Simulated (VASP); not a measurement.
# AlN (P6_3/mmc) in VASP: notebook

Runs on AlN. Level: PBEsol. Tasks: single point.

Program: VASP 6.6.1. These are calculated values, not measurements. Logs are shortened: lines on timing, memory, paths and dates and some standing lists are left out, and cuts for length are marked.

## Step 1: Starting point

Symmetry: P6_3/mmc, No. 194, hexagonal system. The conventional cell has a = 3.312 Å, b = 3.312 Å, c = 4.188 Å, α = 90.00°, β = 90.00°, γ = 120.00°. Al (site symmetry -6m2) is surrounded by 5 N at 1.91 to 2.09 Å. N (site symmetry -6m2) has 5 Al at 1.91 to 2.09 Å as nearest neighbours.

Measurements of this composition are mostly on another form, of space group No. 186.

## Step 2: Single point, PBEsol

Input file INCAR:

```
PREC     = Accurate       # precision mode
ENCUT    = 450            # plane-wave cutoff, eV
EDIFF    = 1E-6           # SCF threshold, eV
ISMEAR   = 0              # smearing method
SIGMA    = 0.01           # smearing width, eV
LREAL    = False          # projectors in reciprocal space
LASPH    = True           # aspherical terms in the spheres
NELM     = 100            # most SCF steps
ALGO     = Normal         # electronic algorithm
ISIF     = 2              # what is computed and relaxed
LWAVE    = False          # write WAVECAR
LCHARG   = False          # write CHGCAR
GGA      = PS             # functional
ADDGRID  = False
```

Input file KPOINTS:

```
regular mesh
0
Gamma
  6 6 4
```

Input file POSCAR:

```
AlN
1.0
    3.3121157418      0.0000000000      0.0000000000
   -1.6560578709      2.8683763727      0.0000000000
    0.0000000000      0.0000000000      4.1875630000
Al N
2 2
Direct
    0.6237580000      0.3299140000      0.2556100000
    0.3117670000      0.6288490000      0.7350250000
    0.6903480000      0.3199170000      0.7468030000
    0.3351220000      0.6696830000      0.2481240000
```

Potentials or basis: VASP PAW PBE potentials, release 64 (Al, N).

Command:

```bash
$ cat potpaw_PBE.64/Al/POTCAR potpaw_PBE.64/N/POTCAR > POTCAR
$ mpirun -np 1 vasp_std > vasp.out
```

OUTCAR:

```text
PREC = Accurate
   ENCUT = 450
   EDIFF = 1E-6
   ISMEAR = 0
   LREAL = False
   LASPH = True
   NELM = 100
   ISIF = 2
   GGA = PS

 Found     76 irreducible k-points:

 Following reciprocal coordinates:
            Coordinates               Weight
  0.000000  0.000000  0.000000      1.000000
  0.166667  0.000000  0.000000      2.000000
  0.000000  0.166667  0.000000      2.000000
 -0.166667  0.166667  0.000000      2.000000
  0.333333 -0.000000  0.000000      2.000000
  0.000000  0.333333  0.000000      2.000000
   k-points           NKPTS =     76   k-points in BZ     NKDIM =     76   number of bands    NBANDS=     12
   number of dos      NEDOS =    301   number of ions     NIONS =      4
   total plane-waves  NPLWV =  17280
   dimension x,y,z NGX =    24 NGY =   24 NGZ =   30
   dimension x,y,z NGXF=    48 NGYF=   48 NGZF=   60
   ions per type =               2   2
   NGX,Y,Z   is equivalent  to a cutoff of  12.05, 12.05, 11.91 a.u.
   NGXF,Y,Z  is equivalent  to a cutoff of  24.09, 24.09, 23.82 a.u.
 SYSTEM =  unknown system
   PREC   = accura    normal or accurate (medium, high low for compatibility)
   ISTART =      0    job   : 0-new  1-cont  2-samecut
   ICHARG =      2    charge: 1-file 2-atom 10-const
   ISPIN  =      1    spin polarized calculation?
   LNONCOLLINEAR =      F non collinear calculations
   LSORBIT =      F    spin-orbit coupling
   LASPH  =      T    aspherical Exc in radial PAW
   ENCUT  =  450.0 eV  33.07 Ry    5.75 a.u.   5.73  5.73  7.24*2*pi/ulx,y,z
   NELM   =    100;   NELMIN=  2; NELMDL= -5     # of ELM steps
   EDIFF  = 0.1E-05   stopping-criterion for ELM
   LREAL  =      F    real-space projection
   EDIFFG = 0.1E-04   stopping-criterion for IOM
   NSW    =      0    number of steps for IOM
   IBRION =     -1    ionic relax: 0-MD 1-quasi-New 2-CG
   NFREE  =      0    steps in history (QN), initial steepest desc. (CG)
   ISIF   =      2    stress and relaxation
   ISYM   =      2    0-nonsym 1-usesym 2-fastsym
   POTIM  = 0.5000    time-step for ionic-motion
   TEBEG  =    0.0;   TEEND  =   0.0 temperature during run
   PSTRESS=    0.0 pullay stress
   NELECT =      16.0000    total number of electrons
   NUPDOWN=      -1.0000    fix difference up-down
   EMIN   =  10.00;   EMAX   =-10.00  energy-range for DOS
   EFERMI =   0.00;   METHOD = LEGACY
   ISMEAR =     0;   SIGMA  =   0.01  broadening in eV -4-tet -1-fermi 0-gaus
   EFERMI_NEDOS =   21; number of points for ismear=-14 and -15
   IALGO  =     38    algorithm
   IMIX   =      4    mixing-type and parameters
     AMIX     =   0.40;   BMIX     =  1.00
     AMIX_MAG =   1.60;   BMIX_MAG =  1.00
  volume/ion in A,a.u.               =       9.95        67.12
  Fermi-wavevector in a.u.,A,eV,Ry     =   1.208409  2.283561 19.867927  1.460251
  Thomas-Fermi vector in A             =   2.344017
   LORBIT       =      0    0 simple, 1 ext, 2 COOP (PROOUT), +10 PAW based schemes
   GGA     = PS    functional components
   LHFCALC =     F    Hartree Fock is set to
   AEXX    =    0.0000 exact exchange contribution
   IVDW    =     0    specifies the selected vdW correction
   LEPSILON=     F    determine dielectric tensor
   LRPA    =     F    only Hartree local field effects (RPA)
 non-spin polarized calculation
 Gauss-broadening in eV      SIGMA  =   0.01
  energy-cutoff  :      450.00
  volume of cell :       39.78
 maximum number of plane-waves:       870
   NGX = 11   NGY = 11   NGZ = 15

 number of electron      16.0000000 magnetization

 Free energy of the ion-electron system (eV)
  ---------------------------------------------------
  ext. energy  EPLUGINS =         0.00000000
  ---------------------------------------------------
  free energy    TOTEN  =       -30.55084799 eV

  energy without entropy =      -30.55084799  energy(sigma->0) =      -30.55084799

 E-fermi :   7.8960     XC(G=0): -11.3507

 val. band max:        7.8502505323   @ k =   0.0000   0.0000   0.0000
 cond. band min:      10.9400524079   @ k =   0.0000   0.0000   0.0000
 fundamental gap:      3.0898018756
 Fermi energy:         7.8960213205

 k-point     1 :       0.0000    0.0000    0.0000
  band No.  band energies     occupation
      1      -8.9211      2.00000
      2      -5.2651      2.00000
      3       0.9540      2.00000
      4       4.5148      2.00000
      5       4.5592      2.00000
      6       6.0457      2.00000
      7       6.4561      2.00000
      8       7.8503      2.00000
      9      10.9401      0.00000
     10      12.1462      0.00000
     11      15.5517      0.00000
     12      16.4746      0.00000

 k-point     2 :       0.1667    0.0000    0.0000
  band No.  band energies     occupation
      1      -8.6056      2.00000
      2      -5.2731      2.00000
      3       1.2969      2.00000
      4       3.5470      2.00000
      5       4.1484      2.00000
      6       5.2885      2.00000
      7       6.3325      2.00000
      8       7.3128      2.00000
      9      12.0451      0.00000
     10      13.1921      0.00000
     11      14.9492      0.00000
     12      17.0904      0.00000
[... 31 lines left out ...]
 k-point     5 :       0.3333   -0.0000    0.0000
  band No.  band energies     occupation
      1      -7.7601      2.00000
      2      -5.5050      2.00000
      3       2.0534      2.00000
      4       2.2528      2.00000
      5       3.5454      2.00000
      6       4.0014      2.00000
      7       5.9637      2.00000
      8       6.3674      2.00000
      9      12.0327      0.00000
     10      14.4149      0.00000
     11      15.8542      0.00000
     12      16.1939      0.00000

 k-point     6 :       0.0000    0.3333    0.0000
  band No.  band energies     occupation
      1      -7.7720      2.00000
      2      -5.4825      2.00000
      3       1.9836      2.00000
      4       2.2356      2.00000
      5       3.5635      2.00000
      6       4.0967      2.00000
      7       6.0124      2.00000
      8       6.3005      2.00000
      9      12.0153      0.00000
     10      14.3499      0.00000
     11      15.5937      0.00000
     12      16.1533      0.00000

 [... further k-points ...]

------------------------ aborting loop because EDIFF is reached ----------------------------------------

  FORCE on cell =-STRESS in cart. coord.  units (eV):
  Direction    XX          YY          ZZ          XY          YZ          ZX
  --------------------------------------------------------------------------------------
  -------------------------------------------------------------------------------------
  Total        0.7883339     -0.7092335     -0.9133429      0.2597923      0.0788392     -0.2425674
  in kB       31.7481019    -28.5625400    -36.7825163     10.4624620      3.1750435     -9.7687728
  external PRESSURE =     -11.1989848 kB  Pullay stress =       0.0000000 kB

 VOLUME and BASIS-vectors are now :
 -----------------------------------------------------------------------------
  energy-cutoff  :      450.00
  volume of cell :       39.78
      direct lattice vectors                 reciprocal lattice vectors
     3.312115742  0.000000000  0.000000000     0.301921816  0.174314642  0.000000000
    -1.656057871  2.868376373  0.000000000     0.000000000  0.348629284  0.000000000
     0.000000000  0.000000000  4.187563000     0.000000000  0.000000000  0.238802377

 POSITION                                       TOTAL-FORCE (eV/Angst)
 -----------------------------------------------------------------------------------
      1.51960      0.94632      1.07038         2.508635     -0.441779     -0.623649
     -0.00880      1.80378      3.07796         1.606196      1.579992      0.646221
      1.75671      0.91764      3.12728        -2.645010     -0.985340     -0.043942
      0.00093      1.92090      1.03903        -1.469821     -0.152873      0.021370
 -----------------------------------------------------------------------------------
    total drift:                                0.000026      0.000330      0.000166

  FREE ENERGIE OF THE ION-ELECTRON SYSTEM (eV)
  ---------------------------------------------------
  free  energy   TOTEN  =       -30.5508479945 eV

  energy  without entropy=      -30.5508479945  energy(sigma->0) =      -30.55084799
```

OSZICAR:

```text
N       E                     dE             d eps       ncg     rms          rms(c)
DAV:   1     0.466255327976E+02    0.46626E+02   -0.70684E+03  1824   0.107E+03
DAV:   2    -0.312493001963E+02   -0.77875E+02   -0.71207E+02  2640   0.208E+02
DAV:   3    -0.348301165869E+02   -0.35808E+01   -0.35638E+01  2372   0.493E+01
DAV:   4    -0.348594703009E+02   -0.29354E-01   -0.29345E-01  2176   0.512E+00
DAV:   5    -0.348599316869E+02   -0.46139E-03   -0.46132E-03  2328   0.646E-01    0.114E+01
DAV:   6    -0.306438837546E+02    0.42160E+01   -0.14325E+01  2188   0.280E+01    0.416E+00
DAV:   7    -0.305912101655E+02    0.52674E-01   -0.56891E-01  2132   0.579E+00    0.279E+00
DAV:   8    -0.305543942358E+02    0.36816E-01   -0.79466E-02  2164   0.272E+00    0.477E-01
DAV:   9    -0.305506650795E+02    0.37292E-02   -0.14942E-02  2340   0.935E-01    0.248E-01
DAV:  10    -0.305508718813E+02   -0.20680E-03   -0.98500E-04  2140   0.269E-01    0.781E-02
DAV:  11    -0.305508460504E+02    0.25831E-04   -0.10672E-04  2176   0.947E-02    0.157E-02
DAV:  12    -0.305508480144E+02   -0.19641E-05   -0.52150E-06  2252   0.207E-02    0.576E-03
DAV:  13    -0.305508479945E+02    0.19912E-07   -0.44185E-07  1240   0.624E-03
   1 F= -.30550848E+02 E0= -.30550848E+02  d E =-.312424E-13
```

stdout:

```text
POSCAR found type information on POSCAR AlN
 POSCAR found :  2 types and       4 ions
 scaLAPACK will be used
 -----------------------------------------------------------------------------
|                                                                             |
|                                                                             |
|     You enforced a specific xc type in the INCAR file but a different       |
|     I HOPE YOU KNOW WHAT YOU ARE DOING!                                     |
|                                                                             |
 -----------------------------------------------------------------------------

 LDA part: xc-table for (Slater+PW92), standard interpolation
 POSCAR, INCAR and KPOINTS ok, starting setup
 FFT: planning ... GRIDC
 FFT: planning ... GRID_SOFT
 FFT: planning ... GRID
 WAVECAR not read
 entering main loop
```

Wall time 8.8 s (1 thread of Intel Xeon 6975P-C (Granite Rapids), shared host); peak memory 0.15 GiB.

The run converged, but some of its settings lie outside the range that counts as converged, so its numbers aren't taken as properties of the crystal.

What came out:

| Item | Value |
| --- | --- |
| Free energy | -30.5508 eV |
| Largest force | 2.823 eV/Å |
| Band gap on the k mesh | 3.09 eV, direct |

Caveat: the cutoff is under 1.25 times the usual one of these potentials, so pressure, stress and relaxed cells hold a basis-set (Pulay) error; the PAW data sets were made with another functional, which shifts forces and pressure a little.

## Step 3: Single point, PBEsol

INCAR: that of step 2 with these lines changed.

```diff
@@ -1,2 +1,2 @@
-PREC     = Accurate       # precision mode
+PREC     = Low            # precision mode
 ENCUT    = 450            # plane-wave cutoff, eV
@@ -4,3 +4,3 @@
 ISMEAR   = 0              # smearing method
-SIGMA    = 0.01           # smearing width, eV
+SIGMA    = 0.05           # smearing width, eV
 LREAL    = False          # projectors in reciprocal space
```

KPOINTS is that of step 2.

Input file POSCAR:

```
AlN
1.0
    3.3121157418      0.0000000000      0.0000000000
   -1.6560578709      2.8683763727      0.0000000000
    0.0000000000      0.0000000000      4.1875630000
Al N
2 2
Direct
    0.6666666667      0.3333333333      0.2500000000
    0.3333333333      0.6666666667      0.7500000000
    0.6666666667      0.3333333333      0.7500000000
    0.3333333333      0.6666666667      0.2500000000
```

Potentials or basis: VASP PAW PBE potentials, release 64 (Al, N).

Command:

```bash
$ cat potpaw_PBE.64/Al/POTCAR potpaw_PBE.64/N/POTCAR > POTCAR
$ mpirun -np 1 vasp_std > vasp.out
```

It took 2.7 s on 1 thread of Intel Xeon 6975P-C (Granite Rapids), shared host; peak memory 0.11 GiB.

The run converged, but some of its settings lie outside the range that counts as converged, so its numbers aren't taken as properties of the crystal.

What came out:

| Item | Value |
| --- | --- |
| Free energy | -30.9430 eV |
| Band gap on the k mesh | 3.19 eV, direct |

Caveat: the cutoff is under 1.25 times the usual one of these potentials, so pressure, stress and relaxed cells hold a basis-set (Pulay) error; the PAW data sets were made with another functional, which shifts forces and pressure a little.

## Step 4: Single point, PBEsol

INCAR is that of step 3.

KPOINTS is that of step 3.

Input file POSCAR:

```
AlN
1.0
    3.3121157418      0.0000000000      0.0000000000
   -1.6560578709      2.8683763727      0.0000000000
    0.0000000000      0.0000000000      4.1875630000
Al N
2 2
Direct
    0.6237580000      0.3299140000      0.2556100000
    0.3117670000      0.6288490000      0.7350250000
    0.6903480000      0.3199170000      0.7468030000
    0.3351220000      0.6696830000      0.2481240000
```

Command:

```bash
$ cat potpaw_PBE.64/Al/POTCAR potpaw_PBE.64/N/POTCAR > POTCAR
$ mpirun -np 1 vasp_std > vasp.out
```

It took 6.9 s on 1 thread of Intel Xeon 6975P-C (Granite Rapids), shared host; peak memory 0.12 GiB.

The run converged, but some of its settings lie outside the range that counts as converged, so its numbers aren't taken as properties of the crystal.

Results:

* Free energy: -30.5522 eV
* Largest force: 2.825 eV/Å
* Band gap on the k mesh: 3.09 eV, direct

Caveat: the cutoff is under 1.25 times the usual one of these potentials, so pressure, stress and relaxed cells hold a basis-set (Pulay) error; the PAW data sets were made with another functional, which shifts forces and pressure a little.

## Step 5: For comparison

An earlier run on the cell as given: functional PBE; potentials or basis VASP PAW PBE potentials, release 64 (Al, N); cutoff 520 eV; k mesh 9 × 9 × 7; occupations fermi-dirac, width 0.05 eV; no spin polarisation.

* Pressure: 0.0 GPa
* Band gap on the k mesh: 3.27 eV, direct
